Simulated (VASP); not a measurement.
Wanted: the native input for a VASP 6.6.1 run.

```
Task                   : relaxation of cell and atoms
Functional             : r2SCAN
Dispersion             : rVV10
Potentials or basis    : VASP PAW PBE potentials, release 64 (Pt, S)
Cutoff                 : 600 eV
k mesh                 : 9 × 9 × 5
Occupations            : gaussian, width 0.03 eV
Spin                   : no spin polarisation
Further INCAR settings : ALGO = Normal; EDIFF = 1e-06; IBRION = 2; EDIFFG = -0.01; NSW = 90; ISIF = 3
```

The structure of PtS2 lies in POSCAR:

```
PtS2
1.0
    3.5432000000      0.0000000000      0.0000000000
   -1.7716000000      3.0685012107      0.0000000000
    0.0000000000      0.0000000000      5.0388000000
Pt S
1 2
Direct
    0.0000000000      0.0000000000      0.0000000000
    0.3333333333      0.6666666667      0.2270000000
    0.6666666667      0.3333333333      0.7730000000
```

These files were run (other wordings do the same):

INCAR

```
ALGO = Normal
BPARAM = 11.95
CPARAM = 0.0093
EDIFF = 1E-6
EDIFFG = -0.01
ENCUT = 600
IBRION = 2
ISIF = 3
ISMEAR = 0
IVDW_NL = 2
LASPH = T
LCHARG = F
LMIXTAU = T
LREAL = F
LUSE_VDW = T
LWAVE = F
METAGGA = R2SCAN
NELM = 80
NSW = 90
PREC = Accurate
SIGMA = 0.03
```

KPOINTS

```
k-points
0
Gamma
  9 9 5
```

Potentials or basis: VASP PAW PBE potentials, release 64 (Pt, S).

Launch:

```console
$ cat potpaw_PBE.64/Pt/POTCAR potpaw_PBE.64/S/POTCAR > POTCAR
$ mpirun -np 1 vasp_std > vasp.out
```

It gave:

```json
{
 "Relaxed volume": "18.73 Å³/atom",
 "Relaxed cell": "a = 3.554 Å, b = 3.554 Å, c = 5.137 Å, α = 90.00°, β = 90.00°, γ = 120.00°",
 "Space group after relaxing (to 0.05 Å)": "P-3m1 (No. 164)",
 "Energy gained by relaxing": "36.6 meV/atom",
 "Ionic steps": "17",
 "Pressure after relaxing": "0.1 GPa",
 "Largest force after relaxing": "0.004 eV/Å",
 "Band gap on the k mesh": "0.99 eV, indirect (least direct gap 1.23 eV)"
}
```

Caveat: the PAW data sets were made with another functional, which shifts forces and pressure a little; spin-orbit coupling is left out, which moves the levels of the heavy elements; an odd mesh through Γ misses points on the zone boundary, where band edges often lie.

It took 29 min on 1 thread of AMD EPYC 7R13 Processor (Zen 3), on a shared host, peak memory 0.32 GiB.
